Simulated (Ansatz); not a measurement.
The system is SiO2.

```
Si O
1.0
    -2.83790    2.83790    5.66021
     2.83790   -2.83790    5.66021
     2.83790    2.83790   -5.66021
Si O
4 8
Direct
  0.87500 0.26362 0.88862
  0.01362 0.62500 0.88862
  0.73638 0.12500 0.11138
  0.37500 0.98638 0.11138
  0.63373 0.13373 0.50000
  0.46788 0.96788 0.93575
  0.03212 0.53212 0.06425
  0.11627 0.11627 0.00000
  0.88373 0.88373 0.00000
  0.86627 0.36627 0.50000
  0.28212 0.71788 0.00000
  0.71788 0.28212 0.00000
```

The cell comes from a database or a generator and needn't be the stable form of this composition.

Base run:

```yaml
Program: Ansatz 0.2.0
Functional: PBEsol
Potentials_or_basis: Ansatz PAW
Cutoff: 420 eV
Density_cutoff: 1680 eV
k_mesh: 7 × 7 × 7
Occupations: fermi-dirac, width 0.05 eV
Spin: no spin polarisation
```

Its results: band gap on the k mesh 4.82 eV, direct; pressure -2.3 GPa; largest force 0.191 eV/Å.

Q: The run is repeated on the same cell with these changes: functional from PBEsol to r2SCAN; cutoff from 420 eV to 500 eV; density cutoff from 1680 eV to 2000 eV. What comes out?

A: Band gap on the k mesh 5.46 eV, direct; pressure -4.4 GPa; largest force 0.447 eV/Å.

r2SCAN gives the wider gap, since meta-GGAs in the generalised Kohn-Sham scheme recover part of the derivative discontinuity.

Caveats: the PAW data sets come from PBE, with cores solved anew for the run's functional, which leaves a small shift of forces and pressure.

Not every run made on this cell is shown here.
